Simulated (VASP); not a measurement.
Input of a VASP 6.6.1 run:

INCAR

```
ALGO = Normal
EDIFF = 1E-7
ENCUT = 520
GGA = PE
ISIF = 2
ISMEAR = 0
LASPH = True
LCHARG = True
LELF = True
LREAL = False
LVHAR = True
LWAVE = False
NBANDS = 16
NELM = 100
PREC = Accurate
SIGMA = 0.05
```

File KPOINTS:

```
k-points
0
Gamma
  8 8 8
```

The input POSCAR:

```
AgCl
1.0
    0.0000000000      2.8809436609      2.8060228508
    2.8809436609      0.0000000000      2.8060228508
    2.8809436609      2.8809436609      0.0000000000
Ag Cl
1 1
Direct
    0.4775480680      0.5224519320      0.5224519320
    0.0683173339     -0.0683173339     -0.0683173339
```

Potentials or basis: VASP PAW PBE potentials, release 64 (Ag, Cl).

Launch:

```console
$ cat potpaw_PBE.64/Ag/POTCAR potpaw_PBE.64/Cl/POTCAR > POTCAR
$ mpirun -np 1 vasp_std > vasp.out
```

**Question.** Estimate the band gap on the k mesh.

**Answer.** 1.19 eV, indirect (least direct gap 1.60 eV).

**Question.** Estimate the largest force.

**Answer.** 1.085 eV/Å.

**Question.** Predict the pressure.

**Answer.** 1.9 GPa.

Stress tensor (GPa, compression positive):
```
 8.50  0.00  0.00
 0.00 -1.48  0.00
 0.00  0.00 -1.36
```

Caveat: forces of over 1 eV/Å show positions far from the minimum, so gaps and moduli don't describe the material at rest. A k mesh can miss the band edges.
